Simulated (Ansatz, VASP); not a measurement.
## BaZrO3 in VASP and in Ansatz

The input INCAR:

```
ALGO = Normal ; EDIFF = 1E-6
EDIFFG = -0.001 ; ENCUT = 600
GGA = PE ; IBRION = 2
ISIF = 3 ; ISMEAR = 0
LASPH = T ; LCHARG = F
LREAL = F ; LWAVE = F
NELM = 100 ; NSW = 80
PREC = Accurate ; SIGMA = 0.01
```

Contents of KPOINTS:

```
k-points
0
Gamma
  6 6 6
```

Contents of POSCAR:

```
BaZrO3
1.0
    4.2271626608      0.0000000000      0.0000000000
    0.0000000000      4.2271626608      0.0000000000
    0.0000000000      0.0000000000      4.2271626608
Ba Zr O
1 1 3
Direct
    0.0000000000      0.0000000000      0.0000000000
    0.5000000000      0.5000000000      0.5000000000
    0.0000000000      0.5000000000      0.5000000000
    0.5000000000      0.0000000000      0.5000000000
    0.5000000000      0.5000000000      0.0000000000
```

Input for Ansatz:

```yaml
crystal:
  lattice:
    - [4.2271626608, 0.0, 0.0]
    - [0.0, 4.2271626608, 0.0]
    - [0.0, 0.0, 4.2271626608]
  atoms:
    - { symbol: Ba, position: [0.0, 0.0, 0.0] }
    - { symbol: Zr, position: [0.5, 0.5, 0.5] }
    - { symbol: O, position: [0.0, 0.5, 0.5] }
    - { symbol: O, position: [0.5, 0.0, 0.5] }
    - { symbol: O, position: [0.5, 0.5, 0.0] }
basis:
  ecutwfc: 420
kpoints:
  mp_grid: { grid: [6, 6, 6] }
hamiltonian:
  xc: pbe
scf:
  occupations: { method: fixed }
output:
  forces: true
  stress: true
  eigenvalues: true
relax:
  adjacent_minimum: "off"
  f_tol: 0.001
  max_steps: 60
  cell: { stress_tol: 0.01 }
```

Alike in both runs: task relaxation of cell and atoms; functional PBE; k mesh 6 × 6 × 6; no spin polarisation.

|  | VASP | Ansatz |
| --- | --- | --- |
| version | VASP 6.6.1 | Ansatz 0.2.0 |
| potentials or method | VASP PAW PBE potentials, release 64 (Ba_sv, Zr_sv, O) | scalar-relativistic, plane waves, PAW |
| plane-wave cutoff (eV) | 600 | 420 |
| occupations | gaussian, width 0.01 eV | fixed |
| valence electrons in the cell | 40 | 40 |

|  | VASP | Ansatz | Ansatz less VASP |
| --- | --- | --- | --- |
| gap on the k mesh at the Fermi level, each at its own relaxed structure (eV) | 3.12 | 3.18 | +0.058 |
| relaxed volume (Å³/atom) | 15.19 | 15.11 | -0.080 |
| relaxed cell length with the largest relative difference (Å) | 4.235 | 4.227 | -0.0075 |

Caveats: spin-orbit coupling is left out, which moves the levels of the heavy elements. Zero-point motion and thermal expansion aren't in these numbers. PBE usually gives volumes a little too large and moduli too small.
